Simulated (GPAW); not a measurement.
# AlCu3 (Fm-3m) in GPAW: reference runs

Reference runs on AlCu3: the cell as given and a disturbed copy.

Program: GPAW 26.7.0. These are calculated values, not measurements. Logs are shortened: lines on timing, memory, paths and dates and some standing lists are left out, and cuts for length are marked. The log counts tension as positive stress, the text compression.

## 1. The crystal as given

The structure is cubic, space group Fm-3m (No. 225). The conventional cell has a = 5.776 Å, b = 5.776 Å, c = 5.776 Å, α = 90.00°, β = 90.00°, γ = 90.00°. Around Cu (site symmetry -43m) lie 4 Al at 2.50 Å and 4 Cu at 2.50 Å. Cu (site symmetry m-3m) has 8 Cu at 2.50 Å as nearest neighbours. Al (site symmetry m-3m) has 8 Cu at 2.50 Å as nearest neighbours.

The cell comes from a database or a generator and needn't be the stable form of this composition.

## 2. Single point, PBEsol

Contents of run.py:

```python
from ase import Atoms
from ase.dft.bandgap import bandgap
from ase.io import write
from ase.units import GPa
from gpaw import GPAW, PW, setup_paths

setup_paths.insert(0, '.')

atoms = Atoms(['Cu', 'Cu', 'Cu', 'Al'],
              cell=[[0.0, 2.888010988, 2.888010988],
                    [2.888010988, 0.0, 2.888010988],
                    [2.888010988, 2.888010988, 0.0]],
              scaled_positions=[[0.75, 0.75, 0.75],
                                [0.25, 0.25, 0.25],
                                [0.5, 0.5, 0.5],
                                [0.0, 0.0, 0.0]],
              pbc=True)

calc = GPAW(mode=PW(600),
            xc='PBEsol',
            kpts={'size': (8, 8, 8), 'gamma': True},
            occupations={'name': 'fermi-dirac', 'width': 0.05},
            nbands=35,
            convergence={'density': 1e-05, 'energy': 1e-05},
            maxiter=150,
            txt='gpaw.txt')
atoms.calc = calc
energy = atoms.get_potential_energy()
forces = atoms.get_forces()
stress = atoms.get_stress()
calc.write('gs.gpw')
write('result.traj', atoms)
print(f'Energy: {energy:.6f} eV')
print('Forces (eV/A):')
print(forces.round(4))
print('Stress (GPa):', (stress / GPa).round(3))
print('Fermi level:', round(calc.get_fermi_level(), 4), 'eV')
print(f'Gap: {bandgap(calc)[0]:.4f} eV, direct: {bandgap(calc, direct=True)[0]:.4f} eV')
```

Potentials or basis: PAW data sets generated in the run's folder for this functional, pw.

Started as:

```
> gpaw-setup -f PBEsol Al Cu
> OMP_NUM_THREADS=1 python run.py
```

gpaw.txt:

```text
__  _  _
 | _ |_)|_||  |
 |__||  | ||/\| - 26.7.0

Input parameters:
  mode=PW(ecut=600.0),
  convergence={'density': 1e-05, 'energy': 1e-05},
  kpts=MonkhorstPack(size=(8, 8, 8), gamma=True),
  maxiter=150,
  nbands=35,
  occupations=Occupations(name='fermi-dirac', width=0.05),
  xc=XC(name='PBEsol')

Diagonalizing LCAO Hamiltonian
Converting LCAO to pw mode

                    Cu

                Cu

           Cu

       Al

Atoms  # Å, Bohr magnetons
|   | symbol |        x |        y |        z |    initial magnetic moments |
|---|--------|----------|----------|----------|-----------------------------|
| 0 |     Cu | 4.332016 | 4.332016 | 4.332016 | ( 0.0000,  0.0000,  0.0000) |
| 1 |     Cu | 1.444005 | 1.444005 | 1.444005 | ( 0.0000,  0.0000,  0.0000) |
| 2 |     Cu | 2.888011 | 2.888011 | 2.888011 | ( 0.0000,  0.0000,  0.0000) |
| 3 |     Al | 0.000000 | 0.000000 | 0.000000 | ( 0.0000,  0.0000,  0.0000) |

Unit cell  # Å
| periodic |        x |        y |        z |  lengths |    angles |
|----------|----------|----------|----------|----------|-----------|
|      yes | 0.000000 | 2.888011 | 2.888011 | 4.084264 | 60.000000 |
|      yes | 2.888011 | 0.000000 | 2.888011 | 4.084264 | 60.000000 |
|      yes | 2.888011 | 2.888011 | 0.000000 | 4.084264 | 60.000000 |

Number of symmetries: 48
Symmetry operations  # r_c * U_cc + t_c -> r_c
|    | kind |            matrix            |
|----|------|------------------------------|
|  0 |  σ   |  1, 0, 0,  1, 0,-1,  1,-1, 0 |
|  1 |  C2  |  1, 0, 0,  1,-1, 0,  1, 0,-1 |
|  2 |  E   |  1, 0, 0,  0, 1, 0,  0, 0, 1 |
|  3 |  σ   |  1, 0, 0,  0, 0, 1,  0, 1, 0 |
|  4 |  C4  |  1, 0,-1,  1, 0, 0,  1,-1, 0 |
|  5 |  S6  |  1, 0,-1,  1,-1, 0,  1, 0, 0 |
|  6 |  σ   |  1, 0,-1,  0, 1,-1,  0, 0,-1 |
|  7 |  C3  |  1, 0,-1,  0, 0,-1,  0, 1,-1 |
|  8 |  S6  |  1,-1, 0,  1, 0, 0,  1, 0,-1 |
|  9 |  C4  |  1,-1, 0,  1, 0,-1,  1, 0, 0 |
| 10 |  C3  |  1,-1, 0,  0,-1, 1,  0,-1, 0 |
| 11 |  σ   |  1,-1, 0,  0,-1, 0,  0,-1, 1 |
| 12 |  σ   |  0, 1, 0,  1, 0, 0,  0, 0, 1 |
| 13 |  C4  |  0, 1, 0,  0, 1,-1, -1, 1, 0 |
| 14 |  C3  |  0, 1, 0,  0, 0, 1,  1, 0, 0 |
| 15 |  S6  |  0, 1, 0, -1, 1, 0,  0, 1,-1 |
| 16 |  C2  |  0, 1,-1,  1, 0,-1,  0, 0,-1 |
| 17 |  σ   |  0, 1,-1,  0, 1, 0, -1, 1, 0 |
| 18 |  S4  |  0, 1,-1,  0, 0,-1,  1, 0,-1 |
| 19 |  C4  |  0, 1,-1, -1, 1, 0,  0, 1, 0 |
| 20 |  C3  |  0, 0, 1,  1, 0, 0,  0, 1, 0 |
| 21 |  σ   |  0, 0, 1,  0, 1, 0,  1, 0, 0 |
| 22 |  S6  |  0, 0, 1,  0,-1, 1, -1, 0, 1 |
| 23 |  C4  |  0, 0, 1, -1, 0, 1,  0,-1, 1 |
| 24 |  S4  |  0, 0,-1,  1, 0,-1,  0, 1,-1 |
| 25 |  C3  |  0, 0,-1,  0, 1,-1,  1, 0,-1 |
| 26 |  C2  |  0, 0,-1,  0,-1, 0, -1, 0, 0 |
| 27 |  S6  |  0, 0,-1, -1, 0, 0,  0,-1, 0 |
| 28 |  S4  |  0,-1, 1,  1,-1, 0,  0,-1, 0 |
| 29 |  C4  |  0,-1, 1,  0, 0, 1, -1, 0, 1 |
| 30 |  C2  |  0,-1, 1,  0,-1, 0,  1,-1, 0 |
| 31 |  σ   |  0,-1, 1, -1, 0, 1,  0, 0, 1 |
| 32 |  C3  |  0,-1, 0,  1,-1, 0,  0,-1, 1 |
| 33 |  S6  |  0,-1, 0,  0, 0,-1, -1, 0, 0 |
| 34 |  S4  |  0,-1, 0,  0,-1, 1,  1,-1, 0 |
| 35 |  C2  |  0,-1, 0, -1, 0, 0,  0, 0,-1 |
| 36 |  C2  | -1, 1, 0,  0, 1, 0,  0, 1,-1 |
| 37 |  S6  | -1, 1, 0,  0, 1,-1,  0, 1, 0 |
| 38 |  S4  | -1, 1, 0, -1, 0, 1, -1, 0, 0 |
| 39 |  C3  | -1, 1, 0, -1, 0, 0, -1, 0, 1 |
| 40 |  S6  | -1, 0, 1,  0, 0, 1,  0,-1, 1 |
| 41 |  C2  | -1, 0, 1,  0,-1, 1,  0, 0, 1 |
| 42 |  C3  | -1, 0, 1, -1, 1, 0, -1, 0, 0 |
| 43 |  S4  | -1, 0, 1, -1, 0, 0, -1, 1, 0 |
| 44 |  C2  | -1, 0, 0,  0, 0,-1,  0,-1, 0 |
| 45 |  i   | -1, 0, 0,  0,-1, 0,  0, 0,-1 |
| 46 |  σ   | -1, 0, 0, -1, 1, 0, -1, 0, 1 |
| 47 |  C2  | -1, 0, 0, -1, 0, 1, -1, 1, 0 |

BZ-sampling:
  Number of BZ points: 512
  Number of IBZ points: 29

  Monkhorst-Pack size: [8, 8, 8]
  Monkhorst-Pack shift: [0.0625, 0.0625, 0.0625]

K-points  # in reciprocal-cell coordinates
|     |                                coordinates |     weight |
|-----|--------------------------------------------|------------|
|   0 | (  0.00000000,   0.00000000,   0.00000000) | 0.00195312 |
|   1 | (  0.12500000,   0.12500000,   0.00000000) | 0.01171875 |
|   2 | (  0.12500000,   0.12500000,   0.12500000) | 0.01562500 |
|   3 | (  0.25000000,   0.12500000,   0.12500000) | 0.02343750 |
|   4 | (  0.25000000,   0.25000000,   0.00000000) | 0.01171875 |
|   5 | (  0.25000000,   0.25000000,   0.12500000) | 0.04687500 |
|   6 | (  0.25000000,   0.25000000,   0.25000000) | 0.01562500 |
|   7 | (  0.37500000,   0.25000000,  -0.37500000) | 0.04687500 |
|   8 | (  0.37500000,   0.25000000,   0.12500000) | 0.04687500 |
|   9 | (  0.37500000,   0.25000000,   0.25000000) | 0.04687500 |
| ... |                                            |            |
|  28 | (  0.50000000,   0.50000000,   0.50000000) | 0.00781250 |

Plane wave coefficients: 1639
Cutoff: 600.0 eV

Spin-components: 1 (collinear spins)
Bands:           35
Projectors:      23
Spin-degeneracy: 2
Datatype:        complex128

Parallelization:
  kpt:    1
  domain: 1
  band:   1

Density:
  Valence electrons: 36.0
  Components: 1
  Grid points: [24 24 24]
  Charge: 0.0  # |e|

Potential:
  Grid points: [24 24 24]

species:
  Cu:
    name:    Copper
    Z:       29.0
    valence: 11
    core:    18
    charge:  0.0  # [|e|]
    compensation charges:
      type: gauss
      rc: 0.33  # [Å]
      lmax: 2
    cutoffs:
      filter: 2.06  # [Å]
      core: 2.43  # [Å]
    projectors
    | kind |    occ | energy [eV] | rcut [Å] |
    |------|--------|-------------|----------|
    |   4s |  1.000 |      -4.607 |    1.164 |
    |   4p |  0.000 |      -0.637 |    1.164 |
    |   3d | 10.000 |      -5.060 |    1.058 |
    |    s |        |      22.604 |    1.164 |
    |    p |        |      26.574 |    1.164 |
    |    d |        |      22.151 |    1.058 |

    Using partial waves for Cu as LCAO basis

  Al:
    name:    Aluminium
    Z:       13.0
    valence: 3
    core:    10
    charge:  0.0  # [|e|]
    compensation charges:
      type: gauss
      rc: 0.34  # [Å]
      lmax: 2
    cutoffs:
      filter: 1.91  # [Å]
      core: 2.36  # [Å]
    projectors
    | kind |    occ | energy [eV] | rcut [Å] |
    |------|--------|-------------|----------|
    |   3s |  2.000 |      -7.715 |    1.085 |
    |   3p |  1.000 |      -2.689 |    1.085 |
    |    s |        |      19.497 |    1.085 |
    |    p |        |      24.522 |    1.085 |
    |    d |        |       0.000 |    1.085 |

    Using partial waves for Al as LCAO basis

Reference energy: -141543.569197  # eV

eigensolver:
[... 26 lines left out ...]
convergence criteria:
- Maximum integral of absolute [dens]ity change: 1e-05 electrons / valence electron
- Maximum [total energy] change in last 3 cyles: 1e-05 eV / valence electron
- Maximum integral of absolute [eigenst]ate change: 4e-08 eV^2 / valence electron
maximum number of iterations: 150

SCF iterations
|iter     | |      energy | eigst |  dens |
|---------|-|-------------|-------|-------|
|iter:   1| |  -21.938598 | +0.49 |       |
|iter:   2| |  -20.093538 | -1.92 | -0.82 |
|iter:   3| |  -17.603941 | -1.19 | -0.92 |
|iter:   4| |  -17.549251 | -2.87 | -1.71 |
|iter:   5| |  -17.527163 | -3.44 | -1.77 |
|iter:   6| |  -17.504878 | -3.48 | -1.92 |
|iter:   7| |  -17.504610 | -5.34 | -2.85 |
|iter:   8| |  -17.504618c| -5.55 | -3.24 |
|iter:   9| |  -17.504620c| -7.19 | -3.86 |
|iter:  10| |  -17.504621c| -7.18 | -4.14 |
|iter:  11| |  -17.504621c| -8.16c| -5.05c|

Converged in 11 steps
Energy contributions relative to reference atoms: (reference = -141543.569197)

Energy contributions:
  Kinetic:         -37.515590
  Coulomb:          31.653760
  Zero:              0.183740
  External:          0.000000
  Xc:              -11.824856
  Entropy:          -0.003351
  Spinorbit:         0.000000
  ----------------------------
  Free energy:     -17.506296
  Extrapolated:    -17.504621

dipole moment: (-9.890107, -9.890107, -9.890107)  # |e|*Ang

Fermi level: 8.575
Eigenvalues  # (at kpt = [0.000, 0.000, 0.000])
| band index |      eig [eV] | occ [0-2] |
|------------|---------------|-----------|
|          0 |        -2.053 |     2.000 |
|        ... |               |           |
|          8 |         4.788 |     2.000 |
|          9 |         5.803 |     2.000 |
|         10 |         5.803 |     2.000 |
|         11 |         5.803 |     2.000 |
|         12 |         5.973 |     2.000 |
|         13 |         5.973 |     2.000 |
[... 8 lines left out ...]
|         22 |        13.733 |     0.000 |
|         23 |        15.145 |     0.000 |
|        ... |               |           |
|         34 |        34.040 |     0.000 |

No gap
No difference between direct/indirect transitions

Forces  # eV/Ang
|       x |        y |        z |
|---------|----------|----------|
| 0.00000 |  0.00000 | -0.00000 |  # Cu   0
| 0.00000 |  0.00000 | -0.00000 |  # Cu   1
| 0.00000 | -0.00000 | -0.00000 |  # Cu   2
| 0.00000 |  0.00000 |  0.00000 |  # Al   3

Stress tensor  # eV/Ang^3
|         x |         y |         z |
|-----------|-----------|-----------|
| -0.004398 |  0.000000 |  0.000000 |
|  0.000000 | -0.004398 |  0.000000 |
|  0.000000 |  0.000000 | -0.004398 |

# Writing to gs.gpw (mode='')
```

stdout:

```text
Energy: -17.504621 eV
Forces (eV/A):
[[ 0.  0. -0.]
 [ 0.  0. -0.]
 [ 0. -0. -0.]
 [ 0.  0.  0.]]
Stress (GPa): [-0.705 -0.705 -0.705  0.     0.     0.   ]
Fermi level: 8.5753 eV
Gap: 0.0000 eV, direct: 0.0000 eV
```

Run time: 37 s. Hardware: 1 thread of Arm Neoverse V2, shared host; peak memory 0.18 GiB.

Results:

| Item | Value |
| --- | --- |
| Free energy | -17.5063 eV |
| Pressure | 0.7 GPa |
| Band gap on the k mesh | none (metal or under the smearing width) |

Caveat: with this Cu data set, volumes or pressures lay over 1.5 % or 2 GPa off other programs in two to four cells of ten.

## 3. Single point, PBEsol (atoms moved at random, drawn with an rms of 0.05 Å)

run.py: that of step 2 with these lines changed.

```diff
@@ -12,6 +12,6 @@
                     [2.888010988, 2.888010988, 0.0]],
-              scaled_positions=[[0.75, 0.75, 0.75],
-                                [0.25, 0.25, 0.25],
-                                [0.5, 0.5, 0.5],
-                                [0.0, 0.0, 0.0]],
+              scaled_positions=[[0.757208, 0.751435, 0.748156],
+                                [0.255633, 0.256945, 0.251367],
+                                [0.489428, 0.498275, 0.510877],
+                                [-0.005813, -0.015955, 0.006584]],
               pbc=True)
```

Potentials or basis: PAW data sets generated in the run's folder for this functional, pw.

Started as:

```
> gpaw-setup -f PBEsol Al Cu
> OMP_NUM_THREADS=1 python run.py
```

gpaw.txt:

```text
__  _  _
 | _ |_)|_||  |
 |__||  | ||/\| - 26.7.0

Input parameters:
  mode=PW(ecut=600.0),
  convergence={'density': 1e-05, 'energy': 1e-05},
  kpts=MonkhorstPack(size=(8, 8, 8), gamma=True),
  maxiter=150,
  nbands=35,
  occupations=Occupations(name='fermi-dirac', width=0.05),
  xc=XC(name='PBEsol')

Diagonalizing LCAO Hamiltonian
Converting LCAO to pw mode

                     Cu

                Cu

            Cu

       Al

Atoms  # Å, Bohr magnetons
|   | symbol |         x |        y |         z |    initial magnetic moments |
|---|--------|-----------|----------|-----------|-----------------------------|
| 0 |     Cu |  4.330835 | 4.347508 |  4.356978 | ( 0.0000,  0.0000,  0.0000) |
| 1 |     Cu |  1.468011 | 1.464222 |  1.480331 | ( 0.0000,  0.0000,  0.0000) |
| 2 |     Cu |  2.914442 | 2.888892 |  2.852497 | ( 0.0000,  0.0000,  0.0000) |
| 3 |     Al | -0.027064 | 0.002227 | -0.062866 | ( 0.0000,  0.0000,  0.0000) |

Unit cell  # Å
| periodic |        x |        y |        z |  lengths |    angles |
|----------|----------|----------|----------|----------|-----------|
|      yes | 0.000000 | 2.888011 | 2.888011 | 4.084264 | 60.000000 |
|      yes | 2.888011 | 0.000000 | 2.888011 | 4.084264 | 60.000000 |
|      yes | 2.888011 | 2.888011 | 0.000000 | 4.084264 | 60.000000 |

Number of symmetries: 1
Symmetry operations  # r_c * U_cc + t_c -> r_c
|   | kind |            matrix            |
|---|------|------------------------------|
| 0 |  E   |  1, 0, 0,  0, 1, 0,  0, 0, 1 |

BZ-sampling:
  Number of BZ points: 512
  Number of IBZ points: 260

  Monkhorst-Pack size: [8, 8, 8]
  Monkhorst-Pack shift: [0.0625, 0.0625, 0.0625]

K-points  # in reciprocal-cell coordinates
|     |                                coordinates |     weight |
|-----|--------------------------------------------|------------|
|   0 | (  0.00000000,   0.00000000,   0.00000000) | 0.00195312 |
|   1 | (  0.00000000,   0.00000000,   0.12500000) | 0.00390625 |
|   2 | (  0.00000000,   0.00000000,   0.25000000) | 0.00390625 |
|   3 | (  0.00000000,   0.00000000,   0.37500000) | 0.00390625 |
|   4 | (  0.00000000,   0.00000000,   0.50000000) | 0.00195312 |
|   5 | (  0.00000000,   0.12500000,  -0.37500000) | 0.00390625 |
|   6 | (  0.00000000,   0.12500000,  -0.25000000) | 0.00390625 |
|   7 | (  0.00000000,   0.12500000,  -0.12500000) | 0.00390625 |
|   8 | (  0.00000000,   0.12500000,   0.00000000) | 0.00390625 |
|   9 | (  0.00000000,   0.12500000,   0.12500000) | 0.00390625 |
| ... |                                            |            |
| 259 | (  0.50000000,   0.50000000,   0.50000000) | 0.00195312 |

Plane wave coefficients: 1639
Cutoff: 600.0 eV

Spin-components: 1 (collinear spins)
Bands:           35
Projectors:      23
Spin-degeneracy: 2
Datatype:        complex128

Parallelization:
  kpt:    1
  domain: 1
  band:   1

Density:
  Valence electrons: 36.0
  Components: 1
  Grid points: [24 24 24]
  Charge: 0.0  # |e|

Potential:
  Grid points: [24 24 24]

species:
  Cu:
    name:    Copper
    Z:       29.0
    valence: 11
    core:    18
    charge:  0.0  # [|e|]
    compensation charges:
      type: gauss
      rc: 0.33  # [Å]
      lmax: 2
    cutoffs:
      filter: 2.06  # [Å]
      core: 2.43  # [Å]
    projectors
    | kind |    occ | energy [eV] | rcut [Å] |
    |------|--------|-------------|----------|
    |   4s |  1.000 |      -4.607 |    1.164 |
    |   4p |  0.000 |      -0.637 |    1.164 |
    |   3d | 10.000 |      -5.060 |    1.058 |
    |    s |        |      22.604 |    1.164 |
    |    p |        |      26.574 |    1.164 |
    |    d |        |      22.151 |    1.058 |

    Using partial waves for Cu as LCAO basis

  Al:
    name:    Aluminium
    Z:       13.0
    valence: 3
    core:    10
    charge:  0.0  # [|e|]
    compensation charges:
      type: gauss
      rc: 0.34  # [Å]
      lmax: 2
    cutoffs:
      filter: 1.91  # [Å]
      core: 2.36  # [Å]
    projectors
    | kind |    occ | energy [eV] | rcut [Å] |
    |------|--------|-------------|----------|
    |   3s |  2.000 |      -7.715 |    1.085 |
    |   3p |  1.000 |      -2.689 |    1.085 |
    |    s |        |      19.497 |    1.085 |
    |    p |        |      24.522 |    1.085 |
    |    d |        |       0.000 |    1.085 |

    Using partial waves for Al as LCAO basis

Reference energy: -141543.569197  # eV

eigensolver:
[... 26 lines left out ...]
convergence criteria:
- Maximum integral of absolute [dens]ity change: 1e-05 electrons / valence electron
- Maximum [total energy] change in last 3 cyles: 1e-05 eV / valence electron
- Maximum integral of absolute [eigenst]ate change: 4e-08 eV^2 / valence electron
maximum number of iterations: 150

SCF iterations
|iter     | |      energy | eigst |  dens |
|---------|-|-------------|-------|-------|
|iter:   1| |  -21.893011 | +0.49 |       |
|iter:   2| |  -20.038786 | -1.91 | -0.82 |
|iter:   3| |  -17.550058 | -1.20 | -0.92 |
|iter:   4| |  -17.498562 | -2.94 | -1.70 |
|iter:   5| |  -17.475654 | -3.43 | -1.76 |
|iter:   6| |  -17.452969 | -3.47 | -1.92 |
|iter:   7| |  -17.452676 | -5.29 | -2.82 |
|iter:   8| |  -17.452673c| -5.38 | -3.22 |
|iter:   9| |  -17.452677c| -6.70 | -3.85 |
|iter:  10| |  -17.452674c| -7.21 | -3.96 |
|iter:  11| |  -17.452676c| -7.28 | -4.23 |
|iter:  12| |  -17.452676c| -8.96c| -5.29c|

Converged in 12 steps
Energy contributions relative to reference atoms: (reference = -141543.569197)

Energy contributions:
  Kinetic:         -36.900322
  Coulomb:          31.163120
  Zero:              0.183641
  External:          0.000000
  Xc:              -11.897249
  Entropy:          -0.003733
  Spinorbit:         0.000000
  ----------------------------
  Free energy:     -17.454542
  Extrapolated:    -17.452676

dipole moment: (-0.057271, 0.154196, 9.743364)  # |e|*Ang

Fermi level: 8.581
Eigenvalues  # (at kpt = [0.000, 0.000, 0.000])
| band index |      eig [eV] | occ [0-2] |
|------------|---------------|-----------|
|          0 |        -2.055 |     2.000 |
|        ... |               |           |
|          8 |         4.788 |     2.000 |
|          9 |         5.782 |     2.000 |
|         10 |         5.799 |     2.000 |
|         11 |         5.803 |     2.000 |
|         12 |         5.965 |     2.000 |
|         13 |         5.969 |     2.000 |
[... 8 lines left out ...]
|         22 |        13.780 |     0.000 |
|         23 |        15.132 |     0.000 |
|        ... |               |           |
|         34 |        33.476 |     0.000 |

No gap
No difference between direct/indirect transitions

Forces  # eV/Ang
|        x |        y |        z |
|----------|----------|----------|
| -0.00707 | -0.13657 | -0.48209 |  # Cu   0
| -0.16787 | -0.05956 | -0.53641 |  # Cu   1
| -0.11871 |  0.12150 |  0.37627 |  # Cu   2
|  0.29362 |  0.07464 |  0.64224 |  # Al   3

Stress tensor  # eV/Ang^3
|         x |         y |         z |
|-----------|-----------|-----------|
| -0.008839 | -0.000140 | -0.001102 |
| -0.000140 | -0.008701 | -0.001140 |
| -0.001102 | -0.001140 | -0.005974 |

# Writing to gs.gpw (mode='')
```

It took 5.2 min on 1 thread of Arm Neoverse V2, shared host; peak memory 0.49 GiB.

What came out:

```
Free energy            : -17.4545 eV
Pressure               : 1.3 GPa
Largest force          : 0.710 eV/Å
Band gap on the k mesh : none (metal or under the smearing width)
```

Forces on the atoms (eV/Å):
```
Cu  -0.007 -0.137 -0.482
Cu  -0.168 -0.060 -0.536
Cu  -0.119  0.122  0.376
Al   0.294  0.075  0.642
```

Stress tensor (GPa, compression positive):
```
1.42 0.02 0.18
0.02 1.39 0.18
0.18 0.18 0.96
```

Levels at points of the mesh, in eV from the Fermi level:
```csv
k point,band 16,band 17,band 18,band 19,band 20,band 21
"(0.00, 0.00, 0.00)",-2.49,3.62,3.62,3.76,4.15,4.30
"(0.00, 0.00, 0.50)",-2.43,-2.16,2.61,2.67,2.94,3.00
"(0.00, 0.50, 0.00)",-2.44,-2.16,2.64,2.71,2.91,2.97
"(0.00, 0.50, 0.50)",-2.33,-2.15,-2.15,-2.10,1.99,2.35
"(0.50, 0.00, 0.00)",-2.43,-2.14,2.58,2.69,2.93,3.02
"(0.50, 0.00, 0.50)",-2.33,-2.17,-2.14,-2.09,1.99,2.35
"(0.50, 0.50, 0.00)",-2.34,-2.17,-2.15,-2.07,1.99,2.36
"(0.50, 0.50, 0.50)",-2.43,-2.13,2.62,2.67,2.94,2.97
```

Caveat: with this Cu data set, volumes or pressures lay over 1.5 % or 2 GPa off other programs in two to four cells of ten.
